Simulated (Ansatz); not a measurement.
Worked example: CH3I + C4H9Cl → ICl + C5H12

Gas-phase species: CH3I (methyl iodide) `CI`, singlet; C4H9Cl (1-chloro-2-methylpropane) `CC(C)CCl`, singlet; ICl (iodine monochloride), singlet; C5H12 `CCC(C)C`, singlet. The partners trade CH3 for Cl: I–CH3 and C–Cl bonds give way to I–Cl and C–CH3.

Shapes, held fixed at every level: PBE0-D4/def2-TZVP. Flexible molecules stand in one conformer, not always the lowest. Programs: Ansatz 0.2.0. Electronic energies: no zero-point or thermal term.

At CCSD(T)/def2-TZVPP; 1 Eh = 2625.50 kJ/mol:

| species | energy (Eh) |
| --- | --- |
| CH3I | -336.975382 |
| C4H9Cl | -617.287521 |
| ICl | -756.856014 |
| C5H12 | -197.397901 |

Q: Work out ΔE of the reaction at this level.

A: 
1. Products less reactants: (-756.856014) + (-197.397901) − [(-336.975382) + (-617.287521)] = 0.008988 Eh = +23.6 kJ/mol.

Other levels give +13.3 (BHLYP-D4/def2-TZVPP) to +31.5 kJ/mol (MP2/def2-TZVPP). No measured value is set beside it here. For atoms past krypton def2 sets carry core potentials with scalar relativity. Outer-core shells of I are correlated, in sets that cover them unevenly.
